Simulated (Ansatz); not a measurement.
## AgCl (rocksalt) under strain

AgCl (rocksalt), relaxed with r2SCAN in the plane-wave code Ansatz. It is cubic, Fm-3m (No. 225); a = 5.546 Å in the conventional setting, 21.33 Å³ an atom. Around Ag lie 6 Cl at 2.77 Å; around Cl lie 6 Ag at 2.77 Å.

The axes x, y and z are those of this cell:
```
CELL_PARAMETERS angstrom
0.00000 2.77318 2.77318
2.77318 0.00000 2.77318
2.77318 2.77318 0.00000
ATOMIC_POSITIONS crystal
Ag 0.00000 0.00000 0.00000
Cl 0.50000 0.50000 0.50000
```

Unstrained: With PBE the valence top lies at L and the conduction bottom at Γ, 0.912 eV higher; the smallest vertical gap, at Γ–K (0.10 of the way from Γ), is 3.005 eV. With r2SCAN the valence top lies at L and the conduction bottom at Γ, 1.475 eV higher; the smallest vertical gap, at Γ–K (0.10 of the way from Γ), is 3.590 eV. The HSE06 gap is indirect, 2.411 eV (L to Γ), below the direct gap of 4.544 eV at Γ–K (0.10 of the way from Γ). Meshes: PBE 8×8×8, r2SCAN 8×8×8, HSE06 6×6×6. Strains are changes of length per length. After each strain the atoms were relaxed again with r2SCAN within the symmetry that the strain leaves, so tilts or polar shifts that break it weren't tested; points keep the names that they have in the unstrained zone. Calculated for a static, non-magnetic cell.

Changes of the least gap in eV (an overlap counts as a negative gap):
```tsv
strain	volume change (%)	space group	PBE	r2SCAN	HSE06	energy rise, r2SCAN (meV/atom)
uniaxial +3.27 % along x	+3.3	I4/mmm	-0.082	-0.094	-0.091	4.4
biaxial +3.16 % in x and y, z held	+6.4	I4/mmm	-0.057	-0.075	-0.062	13.0
uniaxial -1.95 % along [111]	-1.9	R-3m	-0.021	-0.016	-0.023	1.4
```

Uniaxial +3.27 % along x, other directions held. HSE06: the gap goes from 2.411 to 2.320 eV (-0.091 eV). Stress change with r2SCAN, compression positive: xx -1.83, yy -1.19, zz -1.19 GPa.

Biaxial +3.16 % in x and y, z held. HSE06: the gap goes from 2.411 to 2.349 eV (-0.062 eV). Stress change with r2SCAN, compression positive: xx -2.72, yy -2.72, zz -2.33 GPa.

Uniaxial -1.95 % along [111], other directions held. HSE06: the gap goes from 2.411 to 2.388 eV (-0.023 eV). Stress change with r2SCAN, compression positive: xx +1.03, yy +1.03, zz +1.03, xy +0.06, xz +0.06, yz +0.06 GPa.

The runs are scalar-relativistic, without spin-orbit coupling.

The meshes of the hybrids are coarse, so their gaps aren't converged to the digits shown.
